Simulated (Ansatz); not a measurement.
# PbO2: the cost of one run

The runs shown are made with Ansatz 0.2.0. PAW datasets, plane waves, zero pressure. (Calculated; spin-unpolarised; the phase may be known or hypothetical.)

## Step 1: The structure to begin with

This is the cell as the run starts from it, not yet at rest; its lengths are not the crystal's.

The symmetry is I4_1/amd (No. 141, tetragonal); conventional cell a = 4.193 Å, c = 10.525 Å, 15.42 Å³ an atom. Pb has 6 O at 2.14–2.19 Å; O has 3 Pb at 2.14–2.19 Å.

The structure in full:

Space group I4_1/amd:1 (No. 141). a = 4.193 Å, b = 4.193 Å, c = 10.525 Å, α = 90.00°, β = 90.00°, γ = 90.00°
```tsv
atom	site	symmetry	x	y	z
Pb	4a	-4m2	0.0000	0.5000	0.2500
O	8e	2mm.	0.0000	0.5000	0.0420
```

## Step 2: Relaxation with PBE

Contents of input.yaml:

```yaml
crystal:
  lattice:
    - [-2.09666179, 2.09666179, 5.2626210929]
    - [2.09666179, -2.09666179, 5.2626210929]
    - [2.09666179, 2.09666179, -5.2626210929]
  atoms:
    - { symbol: Pb, position: [0.75, 0.25, 0.5] }
    - { symbol: Pb, position: [0.0, 0.0, 0.0] }
    - { symbol: O, position: [0.542, 0.042, 0.5] }
    - { symbol: O, position: [0.792, 0.792, 0.0] }
    - { symbol: O, position: [0.208, 0.208, 0.0] }
    - { symbol: O, position: [0.958, 0.458, 0.5] }
kpoints:
  mp_grid: { grid: [8, 8, 8] }
hamiltonian:
  xc: pbe
scf:
  occupations: { method: fermi_dirac, width: 0.02 }
relax:
  f_tol: 0.005
  cell: {}
```

Launch:

```console
ansatz run input.yaml --threads 2 --pin off --max-ram 29491MiB --backend cpu --events-out ev --progress --plain --runs-dir out
```

What time and memory should one allow on 2 threads of AMD EPYC 7R13 (Zen 3), shared host?

About 31 s, with a peak of 0.61 GiB.
